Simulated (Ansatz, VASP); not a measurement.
C in VASP and in Ansatz

Contents of INCAR:

```
SYSTEM = C
ALGO = Normal ; EDIFF = 1E-7
ENCUT = 520 ; GGA = PE
ISIF = 2 ; ISMEAR = 0
LASPH = .True. ; LCHARG = .True.
LELF = .True. ; LREAL = .False.
LVHAR = .True. ; LWAVE = .False.
NBANDS = 16 ; NELM = 80
PREC = Accurate ; SIGMA = 0.1
```

The input KPOINTS:

```
k-points
0
Gamma
  6 8 6
  0 0 0
```

The input POSCAR:

```
C
1.0
    2.7544920200      0.0000000000      0.0000000000
    0.0000000000      2.1271635300      0.0000000000
   -1.1382990200      0.0000000000      2.7687800900
C
4
Direct
    0.7743377800      0.1595428100      0.1612302100
    0.2256622200      0.6595428100      0.3387697900
    0.2256622200      0.8404571900      0.8387697900
    0.7743377800      0.3404571900      0.6612302100
```

Input for Ansatz:

```yaml
crystal:
  lattice:
    - [2.75449202, 0.0, 0.0]
    - [0.0, 2.12716353, 0.0]
    - [-1.13829902, 0.0, 2.76878009]
  atoms:
    - { symbol: C, position: [0.77433778, 0.15954281, 0.16123021] }
    - { symbol: C, position: [0.22566222, 0.65954281, 0.33876979] }
    - { symbol: C, position: [0.22566222, 0.84045719, 0.83876979] }
    - { symbol: C, position: [0.77433778, 0.34045719, 0.66123021] }
basis:
  ecutwfc: 420
kpoints:
  mp_grid: { grid: [6, 8, 6] }
hamiltonian:
  xc: pbe
scf:
  occupations: { method: gaussian, width: 0.1 }
  lower_state_search: "off"
output:
  forces: true
  stress: true
  eigenvalues: true
```

Alike in both runs: task single point; functional PBE; k mesh 6 × 8 × 6; occupations gaussian, width 0.1 eV; no spin polarisation.

```csv
,VASP,Ansatz
version,VASP 6.6.1,Ansatz 0.2.0
potentials or method,"VASP PAW PBE potentials, release 64 (C)","scalar-relativistic, plane waves, PAW"
plane-wave cutoff (eV),520,420
valence electrons in the cell,16,16
```

Ansatz gave:

| Item | Value |
| --- | --- |
| gap on the k mesh at the Fermi level (eV) | none |
| rms of the force components (eV/Å) | 2.604 |

Problem. Which values does VASP return?

Solution. gap on the k mesh at the Fermi level (eV): none; rms of the force components (eV/Å): 2.585.

Atom by atom the forces differ by 0.020 eV/Å (rms over components). A gap of «none» marks a metal or a gap that the smearing closes. The functional is the same, so the differences come from potentials, cutoffs and numerics.

Caveats: the k mesh is coarse (spacing up to 0.41 Å⁻¹), so the values aren't converged; forces of over 1 eV/Å show positions far from the minimum, so gaps and moduli don't describe the material at rest.
